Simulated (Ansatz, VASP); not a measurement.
**Cross-check of In23S24 (V_In, layer 1) between VASP and Ansatz**

Wanted: the spread between two codes on one cell, functional and k mesh. The structure shown is the end of the Ansatz relaxation below.

Calculated with Ansatz 0.2.0; plane waves, with VASP 6.6.1 beside it; single point at PBEsol.

## 1. The starting structure

The cell holds 47 atoms: 23 In and 24 S. Its edges and angles: a = 9.414 Å, b = 10.651 Å, c = 23.000 Å, α = 90.0°, β = 90.0°, γ = 90.0°. It derives from InS (InS (Pnnm)), repeated 2×1×1. Vacuum lies along c. Nearest the centre at fractional (0.491, 0.871, 0.688): S33 at 1.75 Å, In22 at 2.41 Å, S47 at 2.59 Å, S45 at 2.93 Å, In8 at 3.31 Å, In21 at 3.51 Å, In10 at 3.62 Å, S43 at 4.13 Å.

## 2. Ansatz: relaxation, PBEsol

Ansatz runs on its PAW soft_1 files.

This run makes the geometry at which the two programs are then compared.

File input.yaml:

```yaml
crystal:
  lattice:
    - [9.413942, 0.0, 0.0]
    - [0.0, 10.651148, 0.0]
    - [0.0, 0.0, 23.0]
  atoms:
    - { symbol: In, position: [0.26009837, 0.37106366, 0.3116005] }
    - { symbol: In, position: [0.24091586, 0.6305165, 0.31161505] }
    - { symbol: In, position: [0.06665799, 0.1168425, 0.36401038] }
    - { symbol: In, position: [0.43390657, 0.88494756, 0.36404676] }
    - { symbol: In, position: [0.31851729, 0.38223699, 0.46393225] }
    - { symbol: In, position: [0.18226125, 0.61939019, 0.46391507] }
    - { symbol: In, position: [0.0684298, 0.11935523, 0.53519138] }
    - { symbol: In, position: [0.43228493, 0.88230755, 0.53518783] }
    - { symbol: In, position: [0.31667146, 0.3847869, 0.63511328] }
    - { symbol: In, position: [0.18418801, 0.61677908, 0.63508877] }
    - { symbol: In, position: [0.00984917, 0.1305466, 0.68751093] }
    - { symbol: S, position: [0.22525779, 0.16048635, 0.28041413] }
    - { symbol: S, position: [0.2755176, 0.84113146, 0.28039902] }
    - { symbol: S, position: [0.48739705, 0.34638737, 0.3744753] }
    - { symbol: S, position: [0.01353646, 0.65522397, 0.37444667] }
    - { symbol: S, position: [0.23844994, 0.15571218, 0.45291286] }
    - { symbol: S, position: [0.26221169, 0.84596421, 0.45292319] }
    - { symbol: S, position: [0.4884781, 0.34589815, 0.54624794] }
    - { symbol: S, position: [0.01228328, 0.6556615, 0.54622824] }
    - { symbol: S, position: [0.23718225, 0.15516307, 0.6246744] }
    - { symbol: S, position: [0.26341979, 0.84643814, 0.62464377] }
    - { symbol: S, position: [0.47491269, 0.34102481, 0.71881916] }
    - { symbol: S, position: [0.02571381, 0.66053116, 0.71873526] }
    - { symbol: In, position: [0.75999239, 0.37113873, 0.31162684] }
    - { symbol: In, position: [0.74071994, 0.63058032, 0.31158173] }
    - { symbol: In, position: [0.56687538, 0.11673698, 0.36406687] }
    - { symbol: In, position: [0.93410609, 0.8848559, 0.36402435] }
    - { symbol: In, position: [0.81861426, 0.38232478, 0.46390351] }
    - { symbol: In, position: [0.68218034, 0.61939784, 0.46390031] }
    - { symbol: In, position: [0.56863805, 0.11939235, 0.53524509] }
    - { symbol: In, position: [0.93219095, 0.88217465, 0.5352419] }
    - { symbol: In, position: [0.81685274, 0.38497471, 0.63509109] }
    - { symbol: In, position: [0.68385072, 0.61674193, 0.63508946] }
    - { symbol: In, position: [0.50991029, 0.13050719, 0.68758649] }
    - { symbol: In, position: [0.9908872, 0.87108989, 0.68750781] }
    - { symbol: S, position: [0.72542768, 0.16048775, 0.28046167] }
    - { symbol: S, position: [0.77557584, 0.84115264, 0.28040332] }
    - { symbol: S, position: [0.98736459, 0.34649035, 0.37446153] }
    - { symbol: S, position: [0.51339132, 0.65528582, 0.37443887] }
    - { symbol: S, position: [0.73861123, 0.15575261, 0.45295066] }
    - { symbol: S, position: [0.76227154, 0.84592203, 0.45291711] }
    - { symbol: S, position: [0.98853985, 0.34595686, 0.54622201] }
    - { symbol: S, position: [0.51220179, 0.65573908, 0.54619929] }
    - { symbol: S, position: [0.73730238, 0.15532207, 0.62474882] }
    - { symbol: S, position: [0.76341094, 0.84636967, 0.62472287] }
    - { symbol: S, position: [0.97522618, 0.34113505, 0.71875077] }
    - { symbol: S, position: [0.52521461, 0.66039302, 0.71867145] }
basis:
  ecutwfc: 420
  xc_grid: 2
hamiltonian:
  xc: pbesol
  pseudopotentials: { kind: paw, azcp: { folder: soft_1 }, xc_functional: pbe }
kpoints:
  mp_grid: { grid: [2, 2, 1] }
magnetization:
  spin_polarized: true
  initial_magnetization: 3
  spin_locking: { lock_magnetization: hard }
scf:
  occupations: { method: fermi_dirac, width: 0.01 }
  max_iter: 80
output:
  forces: true
relax:
  f_tol: 0.03
  max_steps: 90
  random_displacement: { amplitude: 0.05, seed: 2521 }
```

Started as:

```
> ansatz run input.yaml --threads 32 --pin off --max-ram 84787MiB --backend cuda --events-out ev --progress --plain --runs-dir out --max-vram 78GiB
```

Numbers of over 12 decimals in the logs are rounded to 6 here.

Output:

```text
[...]
Engine: ansatz 0.2.0, aarch64-unknown-linux-gnu
[...]
Pseudopotential: In, paw, valence charge 13, recommended cutoff 420 eV (normal), soft_1/In.paw.azcp
Pseudopotential: S, paw, valence charge 6, recommended cutoff 420 eV (normal), soft_1/S.paw.azcp
Functional definition: PBEsol
[...]
Crystal: 47 atoms, lattice volume = 2306.194 Å³
Basis set: ecut = 420 eV, 45061 PW (Γ), exchange–correlation on 128×144×320 points (8 copies of the dense FFT grid, shifted against one another)
Bands: 270, of which v1, the nominal top of the filled ones, is band 222 counted from 1 (221 counted from 0)
[...]
k-points: 4
[...]
Functional: x = pbesol(κ = 0.804, μ = 0.123457), c = pbesol(β = 0.046)
[...]
SCF 5 converged in 8 iterations: F = -148338.039405 eV  dr2 = 1.45e-6
[...]
SCF 8 converged in 9 iterations: F = -148338.158155 eV  dr2 = 2.09e-7
[...]
relax step   9: F+E_penalty+E_count = -148338.20459798 eV  Δ(F+E_penalty+E_count) = -4.644e-2 eV  max|allowed force component| = 1.621e-1 eV/Å  Δτ_max = 0.1919 Å  (9 SCF iters, dr2 threshold 9.57e-6 e [...]
[...]
relax step  12: F+E_penalty+E_count = -148338.28735009 eV  Δ(F+E_penalty+E_count) = -2.720e-2 eV  max|allowed force component| = 7.761e-2 eV/Å  Δτ_max = 0.2000 Å  (11 SCF iters, accepted)
[...]
relax step  15: F+E_penalty+E_count = -148338.30679195 eV  Δ(F+E_penalty+E_count) = -2.952e-3 eV  max|allowed force component| = 6.466e-2 eV/Å  Δτ_max = 0.0971 Å  (10 SCF iters, accepted)
[...]
SCF converged after 9 iterations
[...]
--- Relaxed structure (16 steps of the walk, 15 accepted, 0 SCFs on fresh bases) ---
[...]
```

## 3. VASP: single point, PBEsol

The same cell, functional, mesh and smearing now go to VASP, with its own data sets.

Lines of VASP's logs that name or quote its potential files are left out, and so is its time.

File INCAR:

```
SYSTEM = In23S24
PREC = Accurate
ENCUT = 400
EDIFF = 1E-06
NELM = 200
ISMEAR = -1
SIGMA = 0.01
LREAL = Auto
ALGO = Normal
GGA = PS
NBANDS = 256
ISPIN = 2
MAGMOM = 0 0 0 0 0 0 0 0 0.07 0.05 0.01 0 0 0 0 0 0 0 0 0.01 0 0.13 0 0 0 0 0 0 0.01 0.05 0.06 0.08 0.37 0.21 0.02 0 0 0 0 0.01 0.01 0.02 0.01 0.07 0.01 0.1 0.48
LORBIT = 11
LWAVE = .FALSE.
LCHARG = .FALSE.
ISIF = 2
NUPDOWN = 3
LASPH = .TRUE.
GGA_COMPAT = .FALSE.
```

File POSCAR:

```
In23S24
1.0
    9.4139420000      0.0000000000      0.0000000000
    0.0000000000     10.6511480000      0.0000000000
    0.0000000000      0.0000000000     23.0000000000
In S
23 24
Direct
    0.2652100000      0.3746200000      0.3113200000
    0.2405400000      0.6333100000      0.3159200000
    0.0635300000      0.1229200000      0.3592500000
    0.4225300000      0.8962600000      0.3707800000
    0.3185900000      0.3801600000      0.4672200000
    0.2047700000      0.6253700000      0.4697100000
    0.0455300000      0.1157000000      0.5244200000
    0.4523200000      0.8893700000      0.5448100000
    0.2677300000      0.3572800000      0.6468000000
    0.2219400000      0.6437600000      0.6471000000
    0.9937600000      0.1213200000      0.6794700000
    0.7540600000      0.3757500000      0.3104200000
    0.7422800000      0.6358600000      0.3081300000
    0.5721100000      0.1193700000      0.3649000000
    0.9572900000      0.8809700000      0.3628800000
    0.8242900000      0.3925200000      0.4587400000
    0.6786300000      0.6233200000      0.4570300000
    0.5782100000      0.1288100000      0.5376200000
    0.9295500000      0.8729200000      0.5377600000
    0.8327700000      0.3956200000      0.6273900000
    0.6616300000      0.6097700000      0.6263800000
    0.4759300000      0.0952400000      0.6763600000
    0.9657900000      0.8636700000      0.6942100000
    0.2251900000      0.1675100000      0.2765900000
    0.2532100000      0.8513600000      0.2900400000
    0.4907400000      0.3491400000      0.3760500000
    0.0229800000      0.6532200000      0.3830500000
    0.2327100000      0.1586500000      0.4487800000
    0.2714400000      0.8555400000      0.4624300000
    0.4705200000      0.3438800000      0.5552100000
    0.0507300000      0.6622400000      0.5573700000
    0.2115700000      0.1314000000      0.6135700000
    0.3371900000      0.8658600000      0.6448800000
    0.4235300000      0.2931400000      0.7274000000
    0.0443000000      0.6636500000      0.7262600000
    0.7258500000      0.1633200000      0.2801000000
    0.8015300000      0.8406400000      0.2775800000
    0.9862900000      0.3522100000      0.3698300000
    0.5117100000      0.6665100000      0.3694400000
    0.7441700000      0.1644200000      0.4537800000
    0.7708100000      0.8442500000      0.4514900000
    0.9964700000      0.3511100000      0.5393100000
    0.5066600000      0.6555900000      0.5384900000
    0.7458500000      0.1664900000      0.6286800000
    0.7580800000      0.8360500000      0.6245200000
    0.0144000000      0.3459900000      0.7054600000
    0.4645400000      0.6302400000      0.6975600000
```

File KPOINTS:

```
Automatic mesh
0
Gamma
2 2 1
0 0 0
```

The projector-augmented-wave data sets are In_d and S (PBE family, release 64).

Started as:

```
> export OMP_NUM_THREADS=3
> mpirun -np 1 vasp_std
```

Output:

```text
[banner, memory and clock lines left out]
running    1 mpi-ranks, on    1 nodes
[...]
Offloading initialized ...    1 GPUs detected
[...]
|                                                                             |
|               ----> ADVICE to this user running VASP <----                  |
|                                                                             |
|     You enforced a specific xc type in the INCAR file but a different       |
|     [... a line on the potential file left out ...]
|     I HOPE YOU KNOW WHAT YOU ARE DOING!                                     |
|                                                                             |

 LDA part: xc-table for (Slater+PW92), standard interpolation
 POSCAR, INCAR and KPOINTS ok, starting setup
[...]
entering main loop
       N       E                     dE             d eps       ncg     rms          rms(c)
DAV:   1     0.421171109229E+04    0.42117E+04   -0.16679E+05  4216   0.137E+03
DAV:   2     0.496925948773E+03   -0.37148E+04   -0.36155E+04  4520   0.387E+02
DAV:   3    -0.147284708210E+03   -0.64421E+03   -0.63287E+03  4984   0.201E+02
DAV:   4    -0.197021818617E+03   -0.49737E+02   -0.49233E+02  5016   0.540E+01
[...]
DAV:  30    -0.188672755102E+03   -0.29307E-05   -0.17427E-07  2688   0.687E-04    0.196E-04
DAV:  31    -0.188672757092E+03   -0.19895E-05   -0.17431E-07  2672   0.774E-04    0.145E-04
DAV:  32    -0.188672757697E+03   -0.60549E-06   -0.82992E-08  2728   0.632E-04
   1 F= -.18867276E+03 E0= -.18867276E+03  d E =-.221306E-12  mag=     3.0000
```

OUTCAR, selected parts (step 3):

```text
  Total      -15.0075493     -8.5704781     -0.4678510      0.4196113     -0.0753324     -0.0799981
  in kB      -10.4261648     -5.9541512     -0.3250292      0.2915157     -0.0523356     -0.0555769
  external PRESSURE =      -5.5684484 kB  Pullay stress =       0.0000000 kB

 POSITION                                       TOTAL-FORCE (eV/Angst)
 -----------------------------------------------------------------------------------
      2.49667      3.99013      7.16036         0.003195     -0.007913     -0.019687
      2.26443      6.74548      7.26616        -0.002367      0.017934      0.001950
      0.59807      1.30924      8.26275        -0.004884     -0.008322      0.003581
      3.97767      9.54620      8.52794        -0.003764      0.002159     -0.007601
      2.99919      4.04914     10.74606        -0.002044      0.002174      0.011642
      1.92769      6.66091     10.80333         0.003570      0.008198     -0.008975
      0.42862      1.23234     12.06166        -0.004246     -0.005558     -0.001223
      4.25811      9.47281     12.53063         0.002367      0.002527      0.002055
      2.52039      3.80544     14.87640         0.014704      0.016827     -0.009967
      2.08933      6.85678     14.88330        -0.031888      0.007588     -0.003720
      9.35520      1.29220     15.62781         0.003104      0.004631      0.019783
      7.09868      4.00217      7.13966         0.000356     -0.016197     -0.019190
      6.98778      6.77264      7.08699         0.010835      0.029994     -0.007620
      5.38581      1.27143      8.39270         0.002333     -0.002333     -0.002884
[...]
-----------------------------------------------------------------------------------
    total drift:                               -0.001374     -0.014762     -0.005789

  FREE ENERGIE OF THE ION-ELECTRON SYSTEM (eV)
  ---------------------------------------------------
  free  energy   TOTEN  =      -188.6727576973 eV

  energy  without entropy=     -188.6727576973  energy(sigma->0) =     -188.67275770

 magnetization (x)
# of ion       s       p       d       tot
------------------------------------------
    1        0.000   0.000   0.000   0.000
    2        0.000   0.000   0.000   0.001
    3        0.000  -0.000   0.000   0.000
    4        0.000   0.000   0.000   0.000
    5       -0.000   0.000   0.000   0.000
    6        0.000   0.000   0.000   0.001
    7        0.001   0.002   0.001   0.004
    8        0.003   0.000   0.002   0.005
    9        0.073   0.061   0.006   0.140
   10        0.031   0.044   0.015   0.090
   11        0.003   0.005   0.002   0.010
   12        0.000   0.000   0.000   0.001
   13        0.000   0.000   0.000   0.000
[...]
--------------------------------------------------
tot          0.356   1.426   0.041   1.824

[... 3 further parts left out ...]
[key lines of the parts left out:]
E-fermi :  -0.4131
```

## 4. Side by side

Known differences besides the potentials themselves: VASP starts from the moments at which Ansatz ended; the cutoff is 420 eV in Ansatz and 400 eV in VASP (PREC = Accurate, projectors in real space); Ansatz makes its cores anew for this functional, VASP keeps those of its PBE data sets; site moments are counted in spheres of each program's own size. Total energies have different zeros and are not compared.

Compared:

| quantity | Ansatz | VASP | difference |
| --- | --- | --- | --- |
| total moment, fixed by the input (μB) | 3.00 | 3.00 | 0.00 |
| moment on S47 (μB) | 0.48 | 0.43 | +0.05 |
| moment on S33 (μB) | 0.37 | 0.31 | +0.05 |
| moment on In22 (μB) | 0.13 | 0.23 | -0.10 |
| moment on S34 (μB) | 0.21 | 0.19 | +0.02 |
| moment on In9 (μB) | 0.07 | 0.14 | -0.07 |
| moment on S46 (μB) | 0.10 | 0.09 | +0.01 |
| moment on In10 (μB) | 0.05 | 0.09 | -0.04 |
| moment on S32 (μB) | 0.07 | 0.06 | +0.01 |

At this near-relaxed geometry the largest component of a force difference is 20 meV/Å.

## 5. Outcome

```
difference in moment on In22 (single point, PBEsol) : -0.1 μB
```

In words: The difference in moment on In22 is -0.1 μB (single point, PBEsol). How closely two codes agree says nothing of how well the functional describes the real material.

[Lines on the potential files, build, host, timing and source positions are cut from VASP's logs without a mark.]

[Logs are printed without paths, hosts, clocks, repeated set-up lines and the standing remarks that a program may print on its own settings, such as how far it seeks lower states.]

[Hosts, paths, dates, database ids (printed as entryN), source tags and the programs' standing remarks are cut or masked in the printed files.]
